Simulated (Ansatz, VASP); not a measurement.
## C (bilayer graphene, AB stacked): VASP beside Ansatz

Wanted: the spread between two codes on one cell, functional and k mesh. Of the first pair: The cell is taken from a series of runs on this material, whose earlier steps may have relaxed, scaled, displaced or heated it; both programs get it as it stands. Other levels of theory on this material are compared in a session of their own.

Main program and level: Ansatz 0.2.0; plane waves, with VASP 6.6.1 beside it; single point at RPBE, single point at PBE with D3(BJ) and single point at r2SCAN.

### Step 1. The structure

The cell holds 4 atoms: 4 C. Cell: a = 2.461 Å, b = 2.461 Å, c = 19.354 Å, α = 90.0°, β = 90.0°, γ = 120.0°. Vacuum lies along c.

Coordinates:

```
C
1.0
     2.46100    0.00000    0.00000
    -1.23050    2.13129    0.00000
     0.00000    0.00000   19.35400
C
4
Direct
  0.00000 0.00000 0.41335
  0.66667 0.33333 0.41333
  0.00000 0.00000 0.58947
  0.33333 0.66667 0.58949
```

### Step 2. VASP: single point, RPBE

With cell and atoms fixed, the geometry can't cause a difference; cores, projectors, grids and the points listed under the comparison can.

Lines of VASP's logs that name or quote its potential files are left out, and so is its time.

INCAR

```
SYSTEM = C
PREC = Accurate
ENCUT = 520
EDIFF = 1E-06
NELM = 120
ISMEAR = -1
SIGMA = 0.05
LREAL = .FALSE.
ALGO = Normal
GGA = RP
NBANDS = 14
LORBIT = 11
LWAVE = .FALSE.
LCHARG = .FALSE.
ISIF = 2
LDIPOL = .TRUE.
IDIPOL = 3
DIPOL = 0.5 0.5 0.501
LVHAR = .TRUE.
LASPH = .TRUE.
GGA_COMPAT = .FALSE.
NELMDL = -8
KPAR = 2
```

POSCAR

```
C
1.0
    2.4610000000      0.0000000000      0.0000000000
   -1.2305000000      2.1312885187      0.0000000000
    0.0000000000      0.0000000000     19.3540000000
C
4
Direct
    0.0000000000      0.0000000000      0.4133512452
    0.6666666667      0.3333333333      0.4133329140
    0.0000000000      0.0000000000      0.5894721071
    0.3333333333      0.6666666667      0.5894904383
```

KPOINTS

```
Automatic mesh
0
Gamma
24 24 1
0 0 0
```

PAW data sets: C (PBE family, release 64).

Run with:

```console
> mpirun -np 2 vasp_std
```

Numbers of over 12 decimals in the logs are rounded to 6 here.

The program printed:

```text
[banner, memory and clock lines left out]
running    2 mpi-ranks, on    1 nodes
 distrk:  each k-point on    1 cores,    2 groups
 distr:  one band on    1 cores,    1 groups

 POSCAR found type information on POSCAR C
 POSCAR found :  1 types and       4 ions
|                                                                             |
|               ----> ADVICE to this user running VASP <----                  |
|                                                                             |
|     You enforced a specific xc type in the INCAR file but a different       |
|     [... a line on the potential file left out ...]
|     I HOPE YOU KNOW WHAT YOU ARE DOING!                                     |
|                                                                             |

 LDA part: xc-table for (Slater+PW92), standard interpolation
 POSCAR, INCAR and KPOINTS ok, starting setup
 FFT: planning ... GRIDC
 FFT: planning ... GRID_SOFT
 FFT: planning ... GRID
 WAVECAR not read
 entering main loop
       N       E                     dE             d eps       ncg     rms          rms(c)
DAV:   1     0.108464444929E+03    0.10846E+03   -0.66976E+03  1724   0.913E+02
DAV:   2    -0.259931598647E+02   -0.13446E+03   -0.11984E+03  2670   0.205E+02
DAV:   3    -0.373169277577E+02   -0.11324E+02   -0.11201E+02  2212   0.659E+01
DAV:   4    -0.375401801488E+02   -0.22325E+00   -0.22262E+00  2326   0.116E+01
DAV:   5    -0.375462226951E+02   -0.60425E-02   -0.60408E-02  2174   0.184E+00
DAV:   6    -0.375464617958E+02   -0.23910E-03   -0.23882E-03  2488   0.352E-01
DAV:   7    -0.375464707414E+02   -0.89456E-05   -0.89453E-05  2318   0.552E-02
DAV:   8    -0.375464711306E+02   -0.38921E-06   -0.38955E-06  2046   0.989E-03    0.918E+00
DAV:   9    -0.358364811698E+02    0.17100E+01   -0.14391E+00  2254   0.756E+00    0.549E+00
DAV:  10    -0.352205547322E+02    0.61593E+00   -0.20189E+00  2326   0.897E+00    0.133E+00
DAV:  11    -0.352141744486E+02    0.63803E-02   -0.81940E-02  2294   0.178E+00    0.119E-01
DAV:  12    -0.352120732692E+02    0.21012E-02   -0.33424E-03  2238   0.390E-01    0.859E-02
DAV:  13    -0.352075590574E+02    0.45142E-02   -0.28747E-03  2290   0.334E-01    0.578E-02
DAV:  14    -0.352074872645E+02    0.71793E-04   -0.45382E-04  2140   0.153E-01    0.285E-02
DAV:  15    -0.352078785465E+02   -0.39128E-03   -0.26498E-04  2062   0.908E-02    0.137E-02
DAV:  16    -0.352080466502E+02   -0.16810E-03   -0.82943E-05  1870   0.552E-02    0.666E-03
DAV:  17    -0.352083254322E+02   -0.27878E-03   -0.27520E-05  1972   0.261E-02    0.469E-03
DAV:  18    -0.352084671372E+02   -0.14170E-03   -0.19719E-05  2056   0.184E-02    0.333E-03
DAV:  19    -0.352085242155E+02   -0.57078E-04   -0.43533E-06  2032   0.960E-03    0.223E-03
DAV:  20    -0.352085533987E+02   -0.29183E-04   -0.15181E-06  1916   0.701E-03    0.296E-03
DAV:  21    -0.352085554543E+02   -0.20556E-05   -0.52736E-08  1748   0.182E-03    0.106E-03
DAV:  22    -0.352085591246E+02   -0.36703E-05   -0.11774E-07  1370   0.189E-03    0.269E-04
DAV:  23    -0.352085592985E+02   -0.17392E-06   -0.78759E-09  1694   0.629E-04
   1 F= -.35208559E+02 E0= -.35208312E+02  d E =-.495027E-03
```

OUTCAR, selected parts (step 2):

```text
ion  position               nearest neighbor table
   1  0.000  0.000  0.413-   2 1.42   2 1.42   2 1.42
   2  0.667  0.333  0.413-   1 1.42   1 1.42   1 1.42
   3  0.000  0.000  0.589-   4 1.42   4 1.42   4 1.42
   4  0.333  0.667  0.589-   3 1.42   3 1.42   3 1.42

  LATTYP: Found a hexagonal cell.
 ALAT       =     2.4610000000
 C/A-ratio  =     7.8642828119

 Subroutine GETGRP returns: Found 12 space group operations
 (whereof  6 operations were pure point group operations)

The static configuration has the point symmetry C_3v.
 The point group associated with its full space group is D_3d.

 Found     61 irreducible k-points:

   k-points           NKPTS =     61   k-points in BZ     NKDIM =     61   number of bands    NBANDS=     14

   dimension x,y,z NGX =    18 NGY =   18 NGZ =  144
   dimension x,y,z NGXF=    36 NGYF=   36 NGZF=  288

   ENCUT  =  520.0 eV  38.22 Ry    6.18 a.u.   4.58  4.58 35.99*2*pi/ulx,y,z

   NELECT =      16.0000    total number of electrons

 k-points in reciprocal lattice and weights: Automatic mesh
   0.00000000  0.00000000  0.00000000       0.002
   0.04166667  0.00000000  0.00000000       0.010
   0.08333333  0.00000000  0.00000000       0.010
   0.12500000  0.00000000  0.00000000       0.010
   0.16666667  0.00000000  0.00000000       0.010
   0.20833333  0.00000000  0.00000000       0.010
   0.25000000  0.00000000  0.00000000       0.010
   0.29166667  0.00000000  0.00000000       0.010
   0.33333333  0.00000000  0.00000000       0.010
[...]
0.33333333  0.29166667  0.00000000       0.021
   0.33333333  0.33333333  0.00000000       0.003

 dipolmoment           0.000000      0.000000     -0.000001 electrons x Angstroem

 average (electrostatic) potential at core
       1 -56.6562       2 -56.6425       3 -56.6562       4 -56.6426

 E-fermi :  -1.0280

 k-point     1 :       0.0000    0.0000    0.0000
  band No.  band energies     occupation
    ...
      4      -8.2223      2.00000
      5      -4.0466      2.00000
      6      -4.0466      2.00000
      7      -4.0389      2.00000
      8      -4.0389      2.00000
      9       2.2662      0.00000
     10       2.6025      0.00000
     11       3.4758      0.00000
     12       4.7947      0.00000
     13       5.2252      0.00000
    ...

 k-point     2 :       0.0417    0.0000    0.0000
  band No.  band energies     occupation
    ...
      4      -8.1739      2.00000
      5      -4.2193      2.00000
      6      -4.2097      2.00000
      7      -4.1375      2.00000
      8      -4.1284      2.00000
      9       2.3220      0.00000
     10       2.6587      0.00000
     11       3.5326      0.00000
     12       4.8510      0.00000
     13       5.2777      0.00000
    ...

 k-point     3 :       0.0833    0.0000    0.0000
  band No.  band energies     occupation
    ...
      4      -8.0290      2.00000
      5      -4.7102      2.00000
      6      -4.6961      2.00000
      7      -4.3907      2.00000
      8      -4.3789      2.00000
      9       2.4894      0.00000
     10       2.8271      0.00000
     11       3.7029      0.00000
     12       5.0198      0.00000
     13       5.4351      0.00000
    ...

  Total        1.8413207      1.8413207      0.5393049      0.0000000      0.0000000     -0.0000000
  in kB       29.0613262     29.0613262      8.5117794      0.0000000      0.0000000     -0.0000000
  external PRESSURE =      22.2114773 kB  Pullay stress =       0.0000000 kB

  energy-cutoff  :      520.00
  volume of cell :      101.51
      direct lattice vectors                 reciprocal lattice vectors
     2.461000000  0.000000000  0.000000000     0.406338887  0.234599866  0.000000000
    -1.230500000  2.131288519  0.000000000     0.000000000  0.469199731  0.000000000
     0.000000000  0.000000000 19.354000000     0.000000000  0.000000000  0.051668906

 POSITION                                       TOTAL-FORCE (eV/Angst)
 -----------------------------------------------------------------------------------
      0.00000      0.00000      8.00000        -0.000000      0.000000     -0.082074
      1.23050      0.71043      7.99965         0.000000      0.000000     -0.082999
      0.00000      0.00000     11.40864         0.000000     -0.000000      0.082074
     -0.00000      1.42086     11.40900        -0.000000     -0.000000      0.082999
 -----------------------------------------------------------------------------------
    total drift:                                0.000000      0.000000     -0.000019

  FREE ENERGIE OF THE ION-ELECTRON SYSTEM (eV)
  ---------------------------------------------------
  free  energy   TOTEN  =       -35.2085592985 eV

  energy  without entropy=      -35.2080642711  energy(sigma->0) =      -35.20831178

 vacuum level on the upper side and lower side of the slab         3.117         3.117

 total charge
# of ion       s       p       d       tot
------------------------------------------
    1        0.872   1.790   0.000   2.663
    2        0.872   1.792   0.000   2.664
    3        0.872   1.790   0.000   2.663
    4        0.872   1.792   0.000   2.664
--------------------------------------------------
tot          3.489   7.165   0.000  10.654

[... 3 further parts left out ...]
```

### Step 3. Ansatz: single point, RPBE

Ansatz runs on its default PAW (the set named soft_2) files.

The same cell, functional, mesh and smearing now go to Ansatz, which takes its cutoff from its data sets.

input.yaml

```yaml
crystal:
  lattice:
    - [2.461, 0.0, 0.0]
    - [-1.2305, 2.1312885187, 0.0]
    - [0.0, 0.0, 19.354]
  atoms:
    - { symbol: C, position: [0.0, 0.0, 0.4133512452] }
    - { symbol: C, position: [0.6666666667, 0.3333333333, 0.4133353291] }
    - { symbol: C, position: [0.0, 0.0, 0.5894721071] }
    - { symbol: C, position: [0.3333333333, 0.6666666667, 0.5894928534] }
hamiltonian:
  xc: rpbe
kpoints:
  mp_grid: { grid: [24, 24, 1] }
scf:
  occupations: { method: fermi_dirac, width: 0.05 }
  convergence: { dr2_threshold: 1.0e-09 }
efield:
  axis: 3
  dipole_correction: true
output:
  write_potential: true
  write_density: true
  volumetric_format: npy
```

Run with:

```console
> ansatz run input.yaml --threads 2 --pin off --max-ram 4096MiB --backend cpu --events-out ev --progress --plain --runs-dir out
```

The program printed:

```text
Engine: ansatz 0.2.0, aarch64-unknown-linux-gnu
Pseudopotentials: kind: paw
Pseudopotential: C, paw, valence charge 4, recommended cutoff 420 eV (normal), C.paw.azcp
Functional definition: RPBE
  parameter kappa = 0.804
  parameter beta = 0.066725
  exchange = rpbe_x(kappa = kappa, mu = beta*pi^2/3)
  correlation = pbe_c(beta = beta)
Crystal: 4 atoms, lattice volume = 101.514 Å³
Basis set: ecut = 420 eV, 1919 PW (Γ)
Bands: 12, of which v1, the nominal top of the filled ones, is band 8 counted from 1 (7 counted from 0)
Symmetry: 6 space group operations
Space group: P3m1 (ITA 156), of the structure as read, at distance tolerance 4.7e-5 Å
k-points: 61 of 576 (time reversal used)
Non-local potential: C, projectors of the file, l = 0: 2, l = 1: 2, l = 2: 1
PAW form: soft (Blöchl's): semilocal exchange-correlation on the pseudo side does not see the compensation charge
PAW frozen core: C, regenerated for the run's functional, and the local potential with it (the file was generated under x = pbe(κ = 0.804, μ = 0.219515), c = pbe(β = 0.066725))
PAW one-centre angular grid: C, 110 points (default); XC on 64 Gauss nodes
Initial density: superposition of atomic densities (neutral atoms: chi_scale 0, normalization atom), corrected by the library's trained network
Initial wavefunctions: pseudopotential atomic-orbital guess
Functional: x = rpbe, c = pbe(β = 0.066725)
SCF iter   1: F=—  HF=-1008.950425 eV  |F-HF|=—  |Δ(HF+E_count)|=         —  Δρ=2.48e-3  dr2=5.76e-3  ethr=1.77e-3  p=0.000 e·Å  D=3.55e-6 V/Å  ΔV_dip=-0.00 eV  dr2_dipole=1.66e-9  V_vac-E_F(+/−)=4.38/4.38 eV  ⟨swp⟩=6.6  Hψ=5015  notcnv=0
efield: sawtooth ramp at fractional position 0.9514 (placed from the atoms, in the widest stretch of the axis that holds none; the zero of the levels goes with the place), width 0.1000; the density the first Hamiltonian is built on has a dipole p = 0.000 e·Å; the dipole correction subtracts the counter field D = 3.55e-6 V/Å, which shifts the + side's vacuum level by -0.00 eV against the − side's; the planar-averaged density in the ramp window peaks in size at 6.6e-5 e/Å³
preconditioner: auto → LDOS  [metal: Δε(μ)=0.310 eV  Ē_g=15.005 eV  σ=0.050 eV  W_gap=0.50  n_scr=12 (ndim 8)  ℏωp=14.7 eV  f_vac=0.632  D(μ)=0.07/eV (n_scr^D=2)  β→1.0]
SCF iter   2: F=—  HF=-1008.950456 eV  |F-HF|=—  |Δ(HF+E_count)|=   3.15e-5  Δρ=7.85e-4  dr2=2.75e-3  ethr=3.60e-5  p=-0.000 e·Å  D=-7.57e-6 V/Å  ΔV_dip=0.00 eV  dr2_dipole=1.40e-9  V_vac-E_F(+/−)=4.03/4.03 eV  ⟨swp⟩=3.4  Hψ=2106  notcnv=0
SCF iter   3: F=—  HF=-1008.949991 eV  |F-HF|=—  |Δ(HF+E_count)|=   4.65e-4  Δρ=5.56e-4  dr2=1.40e-3  ethr=1.72e-5  p=-0.000 e·Å  D=-1.28e-5 V/Å  ΔV_dip=0.00 eV  dr2_dipole=4.99e-10  V_vac-E_F(+/−)=4.20/4.20 eV  ⟨swp⟩=2.8  Hψ=1618  notcnv=0
SCF iter   4: F=—  HF=-1008.949664 eV  |F-HF|=—  |Δ(HF+E_count)|=   3.27e-4  Δρ=1.95e-4  dr2=1.66e-4  ethr=8.77e-6  p=-0.000 e·Å  D=-2.67e-6 V/Å  ΔV_dip=0.00 eV  dr2_dipole=1.51e-11  V_vac-E_F(+/−)=4.16/4.16 eV  ⟨swp⟩=2.1  Hψ=1092  notcnv=0
SCF iter   5: F=—  HF=-1008.949626 eV  |F-HF|=—  |Δ(HF+E_count)|=   3.79e-5  Δρ=3.23e-5  dr2=5.19e-6  ethr=1.04e-6  p=-0.000 e·Å  D=-5.53e-6 V/Å  ΔV_dip=0.00 eV  dr2_dipole=1.95e-11  V_vac-E_F(+/−)=4.15/4.15 eV  ⟨swp⟩=2.1  Hψ=988  notcnv=0
SCF iter   6: F=—  HF=-1008.949627 eV  |F-HF|=—  |Δ(HF+E_count)|=   6.08e-7  Δρ=1.34e-5  dr2=1.63e-7  ethr=3.24e-8  p=-0.000 e·Å  D=-1.71e-6 V/Å  ΔV_dip=0.00 eV  dr2_dipole=2.17e-11  V_vac-E_F(+/−)=4.14/4.14 eV  ⟨swp⟩=2.4  Hψ=1172  notcnv=0
SCF iter   7: F=—  HF=-1008.949626 eV  |F-HF|=—  |Δ(HF+E_count)|=   7.08e-7  Δρ=3.13e-6  dr2=4.66e-9  ethr=1.02e-9  p=-0.000 e·Å  D=-3.61e-6 V/Å  ΔV_dip=0.00 eV  dr2_dipole=2.86e-14  V_vac-E_F(+/−)=4.14/4.14 eV  ⟨swp⟩=2.1  Hψ=1134  notcnv=0
SCF iter   8: F=-1008.949626 eV  HF=-1008.949626 eV  |F-HF|=2.97e-10  |Δ(HF+E_count)|=   3.01e-9  Δρ=7.78e-7  dr2=5.60e-10  ethr=6.25e-12  p=-0.000 e·Å  D=-3.61e-6 V/Å  ΔV_dip=0.00 eV  dr2_dipole=1.96e-14  V_vac-E_F(+/−)=4.14/4.14 eV  ⟨swp⟩=5.4  Hψ=2928  notcnv=0
SCF 1 converged in 8 iterations: F = -1008.949626 eV  dr2 = 5.60e-10
  greatest PAW one-centre occupation: 0.678 electrons in one spin orbital (limit 2), on the C atom at site 2 (counted from 0), in its partial waves of l = 0
WARN: The output density's exchange-correlation potential varies sharply where the density is thin. Do not read a vacuum level from v_tot or v_xc, or from such a field of the output density. On a cell that repeats whose density bears no net charge and no dipole along the vacuum's axis use v_es (v_loc + v_h of the components); under efield.dipole_correction with no amplitude use v_es + v_field, which holds any externa [...]
SCF converged after 8 iterations
Free energy (F): -1008.949626 eV
Harris-Foulkes:  -1008.949626 eV  (|F-HF|=2.97e-10)
Internal energy: -1008.949131 eV  (E = F + TS)
E sigma→0 (E₀):  -1008.949378 eV
Entropy (-TS):   -0.000495 eV (-0.124 meV/atom)
Fermi energy:    -0.223553 eV
Dipole field:    D = -0.000003 V/Å  (p = -0.000002 e·Å, saw-weighted, corrected)
Work function:   Φ+ = 4.1420 eV   Φ− = 4.1420 eV
Levels:          The Fermi level and band energies are counted from a zero that moves with the ramp; work functions are not
--- Per-component energies (eV) ---
  E_band       = -150.620817
  E_kinetic    = 364.092855
  E_local      = -7300.300583  (includes V_loc(G=0)·N_el)
  E_nonlocal   = 106.914355
  E_hartree    = 3471.277723
  E_xc         = -192.858947
  E_vxc        = -238.347848  (∫ρ·V_xc dr)
  E_paw        = -401.877264  (= ΣΔE_a)
  E_vpaw       = -25.535311  (= ΣTr[D̂ρ^β])
  E_aug_tail   = 0.000029  (compensation charges beyond the density's cutoff)
  E_efield     = 0.000000  (sawtooth field / dipole correction)
  E_vefield    = -0.000000  (∫n·V_field dr)
  E_ewald      = 2943.861959
  E_core_change = -0.059258  (= ΣΔE_core)
  E_smearing   = -0.000495  (= −TS)
  E_closure    = 0.000000  (closes the sum)
  Σ components = -1008.949626   (vs F -1008.949626, Δ=0.00e0)
--- Band table (eV; the first three rows and the last of 61) ---
  k-point 0: bands = [... 4 lower, -3.2501, -3.2501, -3.2428, -3.2428, 3.0593, 3.3956, 4.1811, 5.4862]
  k-point 1: bands = [... 4 lower, -3.4229, -3.4136, -3.3410, -3.3323, 3.1151, 3.4518, 4.2378, 5.5426]
  k-point 2: bands = [... 4 lower, -3.9141, -3.9001, -3.5945, -3.5830, 3.2827, 3.6203, 4.4080, 5.7115]
  k-point 60: bands = [... 4 lower, -10.8190, -10.8189, -0.5148, -0.2237, -0.2236, 0.0827, 10.5205, 10.5207]
```

In the SCF lines HF is the Harris–Foulkes energy and dr2 the Hartree energy of the density residual, in eV; the loop may stop once dr2 is under the threshold and the program's other checks hold. Hψ counts applications of the Hamiltonian.

### Step 4. Side by side

Known differences besides the potentials themselves: the cutoff is 420 eV in Ansatz and 520 eV in VASP; Ansatz makes its cores anew for this functional, VASP keeps those of its PBE data sets. Total energies have different zeros and are not compared.

Compared:

```csv
quantity,Ansatz,VASP,difference
"work function, lower of the two faces (eV)",4.14,4.14,0.00
"work function, higher of the two faces (eV)",4.14,4.14,0.00
```

With vacuum in the cell, a pressure given here is an average over mostly empty space and none of the material.

### Step 5. Ansatz: relaxation, PBE with D3(BJ)

This run makes the geometry at which the two programs are then compared.

The structure compared here is the end of the Ansatz relaxation.

input.yaml, the sections that differ from step 3:

```yaml
crystal:
  lattice:
    - [2.461, 0.0, 0.0]
    - [-1.2305, 2.1312885187, 0.0]
    - [0.0, 0.0, 19.354]
  atoms:
    - { symbol: C, position: [0.0, 0.0, 0.4133512452] }
    - { symbol: C, position: [0.6666666667, 0.3333333333, 0.4133512452] }
    - { symbol: C, position: [0.0, 0.0, 0.5866487548] }
    - { symbol: C, position: [0.3333333333, 0.6666666667, 0.5866487548] }
hamiltonian:
  xc: pbe
  dispersion: d3bj
relax:
  f_tol: 0.015
  max_steps: 50
  constraints: [{ sites: [0] }]
output:
  write_potential: true
  write_density: true
  volumetric_format: npy
  elf: true
# kpoints, scf, efield: as in step 3
```

The program printed:

```text
[...]
Crystal: 4 atoms, lattice volume = 101.514 Å³
Basis set: ecut = 420 eV, 1919 PW (Γ), exchange–correlation on 36×36×270 points (8 copies of the dense FFT grid, shifted against one another)
Bands: 12, of which v1, the nominal top of the filled ones, is band 8 counted from 1 (7 counted from 0)
Symmetry: 6 space group operations
[...]
--- Relaxed structure (3 steps of the walk, 3 accepted, 0 SCFs on fresh bases) ---
  F+E_penalty+E_count = -1004.22198031 eV   max|allowed force component| = 9.897e-4 eV/Å
  atoms:
    - { symbol: C, position: [0.0, 0.0, 0.413351] }
    - { symbol: C, position: [0.666667, 0.333333, 0.413335] }
    - { symbol: C, position: [1.643399539860062e-18, 0, 0.589472] }
    - { symbol: C, position: [0.333333, 0.666667, 0.589493] }
[key lines of the parts left out:]
SCF converged after 9 iterations
Free energy (F): -1004.221980 eV
Fermi energy:    -0.342185 eV
Dipole field:    D = 0.000004 V/Å  (p = 0.000002 e·Å, saw-weighted, corrected)
Work function:   Φ+ = 4.2586 eV   Φ− = 4.2588 eV
```

[end of part 1 of 2]

[Lines on the potential files, build, host, timing and source positions are cut from VASP's logs without a mark.]

[Logs are printed without paths, hosts, clocks, repeated set-up lines and the standing remarks that a program may print on its own settings, such as how far it seeks lower states.]

[Hosts, paths, dates, database ids (printed as entryN), source tags and the programs' standing remarks are cut or masked in the printed files.]
